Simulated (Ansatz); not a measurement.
**MgS (Niningerite) under changes of volume**

One of the cells (17.609 Å³/atom); the others are scaled copies at fixed shape and fractional positions:

```xyz
2
Lattice="0.0000 2.6016 2.6016 2.6016 0.0000 2.6016 2.6016 2.6016 0.0000" Properties=species:S:1:pos:R:3 pbc="T T T"
S     2.6016    2.6016    2.6016
Mg    0.0000    0.0000    0.0000
```

* Program: Ansatz 0.2.0
* Functional: HSE06
* Potentials or basis: Ansatz PAW
* Cutoff: 420 eV (not typed: the program's choice for these potentials)
* k mesh: 6 × 6 × 6
* Occupations: fermi-dirac, width 0.05 eV
* Spin: no spin polarisation

```csv
volume (Å³/atom),energy over the lowest point (meV/atom),pressure (GPa),gap on the mesh (eV)
16.553,?,?,?
16.905,5.61,3.1,3.90
17.257,0.89,1.2,3.85
17.609,0.00,-0.4,3.80
17.962,2.55,-1.9,3.76
18.314,8.23,-3.2,3.71
18.666,16.72,-4.5,3.66
```

What does the run at 16.553 Å³/atom give?

Energy over the lowest point 14.56 meV/atom; pressure 5.1 GPa; gap on the mesh 3.95 eV.

Worked out: A Birch-Murnaghan fit of order 3 (a polynomial in V^(-2/3)) to the other rows has its minimum at 17.52 Å³/atom with B0 = V·E''(V) = 80 GPa and B' = 4.0. It gives 14.55 meV/atom at 16.553 Å³/atom, against the run's 14.56, and -dE/dV = 5.1 GPa, against 5.1. A straight line through the other rows of the gap, of slope -2.39 eV per unit of ln V, extrapolates to 3.95 eV, against the run's 3.95.

Energies are extrapolated to zero smearing.

Caveats: the PAW data sets come from PBE, with cores solved anew for the run's functional, which leaves a small shift of forces and pressure; the thresholds are loose for stress.

A mesh can miss the band edges.
